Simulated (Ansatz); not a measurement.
# Pt (Fm-3m) in Ansatz: a series of runs

Aim: see how the results for Pt move with the level of theory and the settings. Levels: revPBE+D4, PBE. Tasks: relaxation of cell and atoms, single point.

Everything below comes from runs of Ansatz 0.2.0. Logs are shortened: lines on timing, memory, paths and dates and some standing lists are left out, and cuts for length are marked.

## 1. Starting point

It takes space group Fm-3m (No. 225, cubic). Conventional cell: a = 3.922 Å, b = 3.922 Å, c = 3.922 Å, α = 90.00°, β = 90.00°, γ = 90.00°. Around Pt (site symmetry m-3m) lie 12 Pt at 2.77 Å.

## 2. Relaxation of cell and atoms, revPBE+D4

The input, input.yaml:

```yaml
crystal:
  lattice:
    - [0.0, 1.9609, 1.9609]
    - [1.9609, 0.0, 1.9609]
    - [1.9609, 1.9609, 0.0]
  atoms:
    - { symbol: Pt, position: [0.0, 0.0, 0.0] }
kpoints:
  mp_grid: { grid: [12, 12, 12] }
scf:
  occupations: { method: fermi_dirac, width: 0.05 }
hamiltonian:
  xc: revpbe
  dispersion: d4
  pseudopotentials: { kind: all_electron, lapw: { basis_error: 0.001 } }
output:
  forces: true
  stress: true
relax:
  f_tol: 0.02
  max_steps: 60
  cell: {}
```

Potentials or basis: all-electron LAPW, scalar-relativistic.

Launch:

```sh
> ansatz run input.yaml --threads 1 --pin off --max-ram 3072MiB --backend cpu --events-out ev --progress --plain --runs-dir out
```

Log:

```text
Warning: RAYON_NUM_THREADS=1 ignored (pool sized by the plan → 1); use --threads N
The last accepted step is kept in <dir> (removed where the run ends without a failure and the disk answers)
LAPW: plane waves up to 8.732 Å⁻¹, error target 1.0e-3 eV per atom; small_component_spin mean_spin; Pt in spheres of 1.345 Å, 42 of its electrons in bands, Dirac shells [] (how accurate: hamiltonian.pseudopotentials.lapw.basis_error, Limitations)
Engine: ansatz 0.2.0, aarch64-unknown-linux-gnu
Pseudopotentials: kind: all_electron
Pseudopotential: Pt, LAPW, valence charge 42, lapw/all_electron/scalar/gaussian/Pt, Koelling and Harmon's equation, gaussian nucleus
Functional definition: revPBE
  parameter kappa = 1.245
  parameter beta = 0.06672455060314922
  exchange = pbe_x(kappa = kappa, mu = beta*pi^2/3)
  correlation = pbe_c(beta = beta)
Crystal: 1 atoms, lattice volume = 15.080 Å³
Basis set: ecut = 290.49063873358153 eV, 169 PW (Γ), exchange–correlation at level 2
Bands: 26, of which v1, the nominal top of the filled ones, is band 21 counted from 1 (20 counted from 0)
Symmetry: 48 space group operations
Space group: Fm-3m (ITA 225), of the structure as read, at distance tolerance 2.5e-5 Å
k-points: 72 of 1728
Non-local potential: Pt, projectors of the file, none
Initial density: superposition of atomic densities (chi_scale 0.1, normalization cell)
Initial wavefunctions: plane waves of lowest kinetic energy (no species holds an atomic orbital)
Functional: x = revpbe(κ = 1.245, μ = 0.2195149727645171), c = pbe(β = 0.06672455060314922)
iter 1 solved again at ethr=2.69e-4 eV; its pass at ethr=1.00e-1 eV (dr2=1.13e-1 eV) is discarded
SCF iter   1: F=—  HF=-500968.678859 eV  |F-HF|=—  |Δ(HF+E_count)|=         —  Δρ=3.67e-2  dr2=1.13e-1  ethr=2.69e-4  ⟨swp⟩=2.9  Hψ=11730  notcnv=0
preconditioner: auto → LDOS  [metal: Δε(μ)=0.023 eV  Ē_g=15.840 eV  σ=0.050 eV  W_gap=0.11  n_scr=14 (ndim 8)  ℏωp=30.2 eV  f_vac=0.010  D(μ)=1.90/eV (n_scr^D=26)  β→1.0]
SCF iter   2: F=—  HF=-500968.610185 eV  |F-HF|=—  |Δ(HF+E_count)|=   6.87e-2  Δρ=1.20e-2  dr2=1.26e-2  ethr=2.69e-4  ⟨swp⟩=3.0  Hψ=5880  notcnv=0
preconditioner: auto → Kerker (q_TF=auto, 3.236 Å⁻¹)  [metal: Δε(μ)=0.005 eV  Ē_g=16.470 eV  σ=0.050 eV  W_gap=0.03  n_scr=14 (ndim 8)  ℏωp=30.2 eV  f_vac=0.000  D(μ)=1.98/eV (n_scr^D=26)  β→0.5]
SCF iter   3: F=—  HF=-500968.367791 eV  |F-HF|=—  |Δ(HF+E_count)|=   2.42e-1  Δρ=8.96e-3  dr2=6.98e-3  ethr=3.00e-5  ⟨swp⟩=3.0  Hψ=6092  notcnv=0
SCF iter   4: F=—  HF=-500968.365733 eV  |F-HF|=—  |Δ(HF+E_count)|=         —  Δρ=4.30e-3  dr2=1.97e-3  ethr=1.66e-5  ⟨swp⟩=2.0  Hψ=5429  notcnv=0
the basis was enlarged: its passes take 464.5 KiB over the memory plan, 1 of 1 planned eigensolver slots
SCF iter   5: F=—  HF=-500968.366293 eV  |F-HF|=—  |Δ(HF+E_count)|=   5.60e-4  Δρ=1.60e-3  dr2=3.81e-4  ethr=4.69e-6  ⟨swp⟩=2.0  Hψ=5430  notcnv=0
iter 6 solved again at ethr=2.83e-8 eV; its pass at ethr=9.07e-7 eV (dr2=1.19e-5 eV) is discarded
SCF iter   6: F=—  HF=-500968.366405 eV  |F-HF|=—  |Δ(HF+E_count)|=   1.12e-4  Δρ=3.42e-4  dr2=1.19e-5  ethr=2.83e-8  ⟨swp⟩=2.0  Hψ=9274  notcnv=0
SCF iter   7: F=—  HF=-500968.366408 eV  |F-HF|=—  |Δ(HF+E_count)|=   2.83e-6  Δρ=7.42e-5  dr2=6.04e-7  ethr=2.83e-8  ⟨swp⟩=2.0  Hψ=5429  notcnv=0
SCF iter   8: F=-500968.366408 eV  HF=-500968.366408 eV  |F-HF|=5.06e-9  |Δ(HF+E_count)|=   7.33e-9  Δρ=1.68e-5  dr2=3.67e-8  ethr=1.44e-9  ⟨swp⟩=2.0  Hψ=5430  notcnv=0
SCF 1 converged in 8 iterations: F = -500968.366408 eV  dr2 = 3.67e-8
relax step   1: F+E_penalty+E_count = -500968.36640816 eV  Δ(F+E_penalty+E_count) = +0.000e0 eV  max|allowed force component| = 0.000e0 eV/Å  Δτ_max = 0.0000 Å  P = +0.407 GPa  Ω = 15.080 Å³  (8 SCF iters, accepted)
Crystal: 1 atoms, lattice volume = 15.140 Å³
Basis set: ecut = 289.7184231372801 eV, 169 PW (Γ), exchange–correlation at level 2
Initial density: handed on by an earlier stage of this run
Initial wavefunctions: those handed on with the density
iter 1 solved again at ethr=9.38e-10 eV; its pass at ethr=1.00e-1 eV (dr2=3.94e-7 eV) is discarded
SCF iter   1: F=—  HF=-500968.366353 eV  |F-HF|=—  |Δ(HF+E_count)|=         —  Δρ=3.28e-5  dr2=1.48e-7  ethr=9.38e-10  ⟨swp⟩=5.9  Hψ=10549  notcnv=0
preconditioner: auto → Kerker (q_TF=auto, 3.234 Å⁻¹)  [metal: Δε(μ)=0.004 eV  Ē_g=16.117 eV  σ=0.050 eV  W_gap=0.02  n_scr=14 (ndim 8)  ℏωp=30.2 eV  f_vac=0.000  D(μ)=2.00/eV (n_scr^D=26)]
SCF iter   2: F=—  HF=-500968.366352 eV  |F-HF|=—  |Δ(HF+E_count)|=   1.29e-6  Δρ=2.62e-5  dr2=4.71e-8  ethr=3.53e-10  ⟨swp⟩=3.0  Hψ=5599  notcnv=0
SCF iter   3: F=-500968.366352 eV  HF=-500968.366352 eV  |F-HF|=2.26e-8  |Δ(HF+E_count)|=   6.00e-8  Δρ=1.58e-5  dr2=2.28e-8  ethr=1.12e-10  ⟨swp⟩=2.0  Hψ=5429  notcnv=0
SCF 2 converged in 3 iterations: F = -500968.366352 eV  dr2 = 2.28e-8
relax step   2: F+E_penalty+E_count = -500968.36635185 eV  Δ(F+E_penalty+E_count) = +5.631e-5 eV  max|allowed force component| = 0.000e0 eV/Å  Δτ_max = 0.0000 Å  P = -0.701 GPa  Ω = 15.140 Å³  (3 SCF iters, rejected (line search))
Crystal: 1 atoms, lattice volume = 15.102 Å³
Basis set: ecut = 290.20718684497587 eV, 169 PW (Γ), exchange–correlation at level 2
iter 1 solved again at ethr=3.01e-10 eV; its pass at ethr=1.00e-1 eV (dr2=1.27e-7 eV) is discarded
SCF iter   1: F=—  HF=-500968.366436 eV  |F-HF|=—  |Δ(HF+E_count)|=         —  Δρ=2.14e-5  dr2=3.72e-8  ethr=3.01e-10  ⟨swp⟩=6.0  Hψ=10755  notcnv=0
preconditioner: auto → Kerker (q_TF=auto, 3.235 Å⁻¹)  [metal: Δε(μ)=0.004 eV  Ē_g=16.148 eV  σ=0.050 eV  W_gap=0.02  n_scr=14 (ndim 8)  ℏωp=30.2 eV  f_vac=0.000  D(μ)=2.00/eV (n_scr^D=26)]
SCF iter   2: F=—  HF=-500968.366436 eV  |F-HF|=—  |Δ(HF+E_count)|=   2.70e-7  Δρ=1.08e-5  dr2=1.25e-8  ethr=8.85e-11  ⟨swp⟩=3.0  Hψ=5704  notcnv=0
SCF iter   3: F=-500968.366436 eV  HF=-500968.366436 eV  |F-HF|=5.82e-10  |Δ(HF+E_count)|=   5.57e-8  Δρ=6.17e-6  dr2=5.03e-9  ethr=2.97e-11  ⟨swp⟩=2.0  Hψ=5429  notcnv=0
SCF 3 converged in 3 iterations: F = -500968.366436 eV  dr2 = 5.03e-9
relax step   3: F+E_penalty+E_count = -500968.36643596 eV  Δ(F+E_penalty+E_count) = -2.781e-5 eV  max|allowed force component| = 0.000e0 eV/Å  Δτ_max = 0.0000 Å  P = -0.002 GPa  Ω = 15.102 Å³  (3 SCF iters, accepted)
iter 1 solved again at ethr=1.26e-11 eV; its pass at ethr=1.00e-1 eV (dr2=5.31e-9 eV) is discarded
SCF iter   1: F=—  HF=-500968.366436 eV  |F-HF|=—  |Δ(HF+E_count)|=         —  Δρ=6.18e-6  dr2=5.30e-9  ethr=1.26e-11  ⟨swp⟩=3.0  Hψ=9252  notcnv=0
SCF iter   2: F=-500968.366436 eV  HF=-500968.366436 eV  |F-HF|=6.40e-10  |Δ(HF+E_count)|=   2.61e-7  Δρ=4.81e-6  dr2=3.37e-9  ethr=1.26e-11  ⟨swp⟩=2.9  Hψ=5523  notcnv=0
SCF 4 converged in 2 iterations: F = -500968.366436 eV  dr2 = 3.37e-9
relax step   4: F+E_penalty+E_count = -500968.36643594 eV  Δ(F+E_penalty+E_count) = +1.560e-8 eV  max|allowed force component| = 0.000e0 eV/Å  Δτ_max = 0.0000 Å  P = -0.002 GPa  Ω = 15.102 Å³  stress off target by 2.05e-3 GPa  SCF on the basis re-selected at this cell (its energy is not comparable with the rows above)  (2 SCF iters)
basis re-selected at this cell: Δ(F+E_penalty+E_count) = +1.560e-8 eV, ΔP = -0.000 GPa vs the last step (what re-selecting the basis moved, after the strain that the cell walked since its last selection, with what the two solves' SCF thresholds leave and, on support functions, any second-order correction that the steps lacked; it is no measure of the basis error at this ecutwfc). This SCF's stress stands 2.05e-3 GPa from its target on what of the cell is left free (relax.cell.stress_tol is 5.00e-2 GPa) and its largest allowed force component is 0.00e0 eV/Å (relax.f_tol is 2.00e-2 eV/Å): within both
SCF converged after 2 iterations
Free energy (F): -500968.366436 eV
Harris-Foulkes:  -500968.366436 eV  (|F-HF|=6.40e-10)
Internal energy: -500968.350988 eV  (E = F + TS)
E sigma→0 (E₀):  -500968.358712 eV
Entropy (-TS):   -0.015448 eV (-15.448 meV/atom)
Fermi energy:    28.919783 eV
--- Per-component energies (eV) ---
  E_band       = -3305.317097
  E_kinetic    = 568909.941396
  E_xc         = -9704.310019
  E_electrostatic = -1060172.728677  (all electrons and nuclei)
  E_disp       = -1.253689  (pairwise vdW)
  E_smearing   = -0.015448  (= −TS)
  E_closure    = 0.000000  (closes the sum)
  E_atoms      = -500961.542620  (free atoms, spherical and without spin; not in F)
  Σ components = -500968.366436   (vs F -500968.366436, Δ=0.00e0)
  Basis errors (estimates in eV, not in F): energy 2.6e-4 per atom: plane waves 2.2e-4 (1.1e-4 summed), levels above the bands 1.5e-155, relativity 1.0e-7, radial functions 4.1e-5, core shells 2.6e-7; eigenvalues (radial functions only) 3.1e-6; not estimated: angular momenta, meshes, grids; target (lapw.basis_error) 1.0e-3; muffin-tin radii Pt 1.346 Å
--- Forces (eV/Å), atoms counted from 1 ---
  atom   1  Pt    -0.00000000    -0.00000000    -0.00000000
  max |Σ_I F_I| component: 1.31e-31 eV/Å
--- Stress (GPa, compression-positive) ---
       -0.002052      -0.000000       0.000000
       -0.000000      -0.002052       0.000000
        0.000000       0.000000      -0.002052
  P = ⅓ Tr σ = -0.0021 GPa (-0.021 kbar)
--- Relaxed structure (3 steps of the walk, 2 accepted, 1 SCFs on fresh bases) ---
  F+E_penalty+E_count = -500968.36643594 eV   max|allowed force component| = 0.000e0 eV/Å   (the final SCF, on the basis selected at the relaxed cell)
  cell:  # Å, volume = 15.1019 Å³
    - [-6.369215041119488e-36, 1.9618573938536399, 1.9618573938536399]
    - [1.9618573938536399, -1.2738430082238975e-34, 1.9618573938536399]
    - [1.9618573938536399, 1.9618573938536399, -1.2101508578127026e-34]
  atoms:
    - { symbol: Pt, position: [0.0, 0.0, 0.0] }
```

It took 22 s on 1 thread of Arm Neoverse V1, shared host; peak memory 0.31 GiB.

What came out:

* Free energy: -500968.3664 eV
* Relaxed volume: 15.10 Å³/atom
* Relaxed cell: a = 2.774 Å, b = 2.774 Å, c = 2.774 Å, α = 60.00°, β = 60.00°, γ = 60.00°
* Space group after relaxing (to 0.05 Å): Fm-3m (No. 225)
* Energy gained by relaxing: 0.0 meV/atom
* Ionic steps: 3
* Pressure after relaxing: 0.0 GPa

Final structure:
```
CELL_PARAMETERS angstrom
0.00000 1.96186 1.96186
1.96186 0.00000 1.96186
1.96186 1.96186 0.00000
ATOMIC_POSITIONS crystal
Pt 0.00000 0.00000 0.00000
```

## 3. Single point, PBE

The input, input.yaml:

```yaml
crystal:
  lattice:
    - [0.0, 1.9609, 1.9609]
    - [1.9609, 0.0, 1.9609]
    - [1.9609, 1.9609, 0.0]
  atoms:
    - { symbol: Pt, position: [0.0, 0.0, 0.0] }
kpoints:
  mp_grid: { grid: [8, 8, 8] }
scf:
  occupations: { method: fermi_dirac, width: 0.04 }
hamiltonian:
  xc: pbe
  pseudopotentials: { kind: all_electron, lapw: { basis_error: 0.002 } }
output:
  forces: true
  stress: true
  eigenvalues: true
```

Potentials or basis: all-electron LAPW, scalar-relativistic.

Launch:

```sh
> ansatz run input.yaml --threads 1 --pin off --max-ram 3072MiB --backend cpu --events-out ev --progress --plain --runs-dir out
```

Log:

```text
Warning: RAYON_NUM_THREADS=1 ignored (pool sized by the plan → 1); use --threads N
LAPW: plane waves up to 8.113 Å⁻¹, error target 2.0e-3 eV per atom; small_component_spin mean_spin; Pt in spheres of 1.387 Å, 42 of its electrons in bands, Dirac shells [] (how accurate: hamiltonian.pseudopotentials.lapw.basis_error, Limitations)
[... 3 set-up lines as earlier in the session ...]
Functional definition: PBE
  parameter kappa = 0.804
[... 3 set-up lines as earlier in the session ...]
Crystal: 1 atoms, lattice volume = 15.080 Å³
Basis set: ecut = 250.74558455191095 eV, 137 PW (Γ), exchange–correlation at level 2
Bands: 26, of which v1, the nominal top of the filled ones, is band 21 counted from 1 (20 counted from 0)
[... 2 set-up lines as earlier in the session ...]
k-points: 29 of 512
[... 3 set-up lines as earlier in the session ...]
Functional: x = pbe(κ = 0.804, μ = 0.2195149727645171), c = pbe(β = 0.06672455060314922)
iter 1 solved again at ethr=1.76e-4 eV; its pass at ethr=1.00e-1 eV (dr2=7.40e-2 eV) is discarded
SCF iter   1: F=—  HF=-500957.648425 eV  |F-HF|=—  |Δ(HF+E_count)|=         —  Δρ=3.09e-2  dr2=7.42e-2  ethr=1.76e-4  ⟨swp⟩=3.0  Hψ=4763  notcnv=0
preconditioner: auto → Kerker (q_TF=auto, 3.236 Å⁻¹)  [metal: Δε(μ)=0.053 eV  Ē_g=15.888 eV  σ=0.040 eV  W_gap=0.32  n_scr=14 (ndim 8)  ℏωp=30.2 eV  f_vac=0.005  D(μ)=1.51/eV (n_scr^D=14)]
SCF iter   2: F=—  HF=-500957.316559 eV  |F-HF|=—  |Δ(HF+E_count)|=   3.32e-1  Δρ=8.55e-3  dr2=7.93e-3  ethr=1.76e-4  ⟨swp⟩=2.5  Hψ=2335  notcnv=0
SCF iter   3: F=—  HF=-500957.299117 eV  |F-HF|=—  |Δ(HF+E_count)|=         —  Δρ=7.77e-3  dr2=6.91e-3  ethr=1.89e-5  ⟨swp⟩=2.0  Hψ=2185  notcnv=0
the basis was enlarged: its passes take 143.7 KiB over the memory plan, 1 of 1 planned eigensolver slots
SCF iter   4: F=—  HF=-500957.297777 eV  |F-HF|=—  |Δ(HF+E_count)|=   1.34e-3  Δρ=4.99e-3  dr2=3.25e-3  ethr=1.64e-5  ⟨swp⟩=2.0  Hψ=2184  notcnv=0
SCF iter   5: F=—  HF=-500957.297326 eV  |F-HF|=—  |Δ(HF+E_count)|=   4.50e-4  Δρ=2.25e-3  dr2=7.95e-4  ethr=7.74e-6  ⟨swp⟩=2.0  Hψ=2153  notcnv=0
iter 6 solved again at ethr=5.59e-8 eV; its pass at ethr=1.89e-6 eV (dr2=2.35e-5 eV) is discarded
SCF iter   6: F=—  HF=-500957.297402 eV  |F-HF|=—  |Δ(HF+E_count)|=   7.53e-5  Δρ=3.77e-4  dr2=2.34e-5  ethr=5.59e-8  ⟨swp⟩=2.0  Hψ=3732  notcnv=0
SCF iter   7: F=—  HF=-500957.297399 eV  |F-HF|=—  |Δ(HF+E_count)|=   2.79e-6  Δρ=7.74e-5  dr2=6.81e-7  ethr=5.58e-8  ⟨swp⟩=2.0  Hψ=2185  notcnv=0
SCF iter   8: F=-500957.297399 eV  HF=-500957.297399 eV  |F-HF|=3.90e-9  |Δ(HF+E_count)|=   1.89e-8  Δρ=1.56e-5  dr2=3.08e-8  ethr=1.62e-9  ⟨swp⟩=2.0  Hψ=2185  notcnv=0
SCF 1 converged in 8 iterations: F = -500957.297399 eV  dr2 = 3.08e-8
SCF converged after 8 iterations
Free energy (F): -500957.297399 eV
Harris-Foulkes:  -500957.297399 eV  (|F-HF|=3.90e-9)
Internal energy: -500957.287868 eV  (E = F + TS)
E sigma→0 (E₀):  -500957.292633 eV
Entropy (-TS):   -0.009531 eV (-9.531 meV/atom)
Fermi energy:    28.824238 eV
--- Per-component energies (eV) ---
  E_band       = -3308.875825
  E_kinetic    = 568891.150756
  E_xc         = -9694.226809
  E_electrostatic = -1060154.211815  (all electrons and nuclei)
  E_smearing   = -0.009531  (= −TS)
  E_closure    = -0.000000  (closes the sum)
  E_atoms      = -500951.217831  (free atoms, spherical and without spin; not in F)
  Σ components = -500957.297399   (vs F -500957.297399, Δ=0.00e0)
  Basis errors (estimates in eV, not in F): energy 4.2e-4 per atom: plane waves 3.4e-4 (2.4e-4 summed), levels above the bands 6.6e-230, relativity 1.4e-7, radial functions 8.6e-5, core shells 1.0e-7; eigenvalues (radial functions only) 1.8e-5; not estimated: angular momenta, meshes, grids; target (lapw.basis_error) 2.0e-3; muffin-tin radii Pt 1.387 Å
--- Forces (eV/Å), atoms counted from 1 ---
  atom   1  Pt     0.00000000     0.00000000    -0.00000000
  max |Σ_I F_I| component: 3.62e-31 eV/Å
--- Stress (GPa, compression-positive) ---
        9.406180      -0.000000      -0.000000
       -0.000000       9.406180      -0.000000
       -0.000000      -0.000000       9.406180
  P = ⅓ Tr σ = 9.4062 GPa (94.062 kbar)
--- Band table (eV; the first three rows and the last of 29) ---
  k-point 0: bands = ["-274.4445", "-274.4445", "-274.4445", "-274.4078", "-274.4078", "-69.6777", "-38.1982", "-38.1683", "-38.1683", "-38.1683", "-38.1507", "-38.1507", "-38.1507", "-23.6632", "-23.6632", "-23.6632", "18.6534", "25.0599", "25.0599", "25.0599", "27.2157", "27.2157", "43.4925", "48.4397", "48.4397", "48.4397"]
  k-point 1: bands = ["-274.4445", "-274.4445", "-274.4445", "-274.4078", "-274.4078", "-69.6728", "-38.1980", "-38.1688", "-38.1688", "-38.1683", "-38.1508", "-38.1505", "-38.1505", "-23.7340", "-23.6734", "-23.6734", "19.2662", "24.8181", "25.2795", "25.2795", "27.1150", "27.1150", "44.3778", "45.9957", "49.3695", "49.3695"]
  k-point 2: bands = ["-274.4445", "-274.4445", "-274.4445", "-274.4078", "-274.4078", "-69.6611", "-38.1973", "-38.1701", "-38.1701", "-38.1682", "-38.1509", "-38.1500", "-38.1500", "-23.9027", "-23.6978", "-23.6978", "20.7003", "24.7164", "25.4329", "25.4329", "27.3953", "27.3953", "42.1766", "45.2206", "51.4609", "51.4609"]
  k-point 28: bands = ["-274.4445", "-274.4445", "-274.4445", "-274.4078", "-274.4078", "-69.6334", "-38.1956", "-38.1716", "-38.1716", "-38.1708", "-38.1495", "-38.1495", "-38.1494", "-23.9778", "-23.9778", "-23.8453", "23.1875", "24.2985", "24.2985", "26.8456", "29.3518", "36.0029", "37.1582", "37.1582", "40.9142", "53.2882"]
```

Run time: 3.1 s. Hardware: 1 thread of Arm Neoverse V2, shared host; peak memory 0.23 GiB.

What came out:

* Free energy: -500957.2974 eV
* Pressure: 9.4 GPa
* Band gap on the k mesh: none (metal or under the smearing width)

Caveat: the k mesh is thin for a metal, which can move the energy by tens of meV per atom.

## 4. Single point, PBE

The input, input.yaml:

```yaml
crystal:
  lattice:
    - [0.0, 1.9609, 1.9609]
    - [1.9609, 0.0, 1.9609]
    - [1.9609, 1.9609, 0.0]
  atoms:
    - { symbol: Pt, position: [0.0, 0.0, 0.0] }
kpoints:
  mp_grid: { grid: [12, 12, 12] }
scf:
  occupations: { method: gaussian, width: 0.028 }
hamiltonian:
  xc: pbe
  pseudopotentials: { kind: all_electron, lapw: { basis_error: 0.001 } }
output:
  forces: true
  stress: true
  eigenvalues: true
```

Launch:

```sh
> ansatz run input.yaml --threads 1 --pin off --max-ram 3072MiB --backend cpu --events-out ev --progress --plain --runs-dir out
```

Run time: 7.6 s. Hardware: 1 thread of Arm Neoverse V2, shared host; peak memory 0.29 GiB.

The run converged. Its results:

| Property | Result |
| --- | --- |
| Free energy | -500957.3075 eV |
| Pressure | 10.2 GPa |
| Band gap on the k mesh | none (metal or under the smearing width) |

Levels at points of the mesh, in eV from the Fermi level:
```
             k point  band 19  band 20  band 21  band 22  band 23  band 24
  (0.00, 0.00, 0.00)    -3.82    -3.82    -1.66    -1.66    14.57    19.52
 (0.00, 0.00, -0.50)    -3.89    -0.52     0.02     0.02     5.83    14.14
(0.00, -0.50, -0.50)    -0.01     0.48     0.48     1.74     8.87    11.36
```

The run has no spin-orbit coupling, so splittings on Pt are missing.

## 5. Overview

| task | level | cell | k mesh | cutoff (eV) | smearing | basis error allowed | gap on the mesh (eV) | pressure (GPa) |
| --- | --- | --- | --- | --- | --- | --- | --- | --- |
| relaxation of cell and atoms | revPBE+D4 | relaxed | 12 × 12 × 12 | - | fermi-dirac 0.05 eV | 0.001 eV/atom | - | 0.0 |
| single point | PBE | as given | 8 × 8 × 8 | 251 | fermi-dirac 0.04 eV | 0.002 eV/atom | none | 9.4 |
| single point | PBE | as given | 12 × 12 × 12 | 270 | gaussian 0.028 eV | 0.001 eV/atom | none | 10.2 |

Alike in all rows: potentials or basis all-electron LAPW, scalar-relativistic; no spin polarisation.

Caveats: the k mesh is thin for a metal, which can move the energy by tens of meV per atom (some runs).

Compare energies only between runs with the same functional and basis.
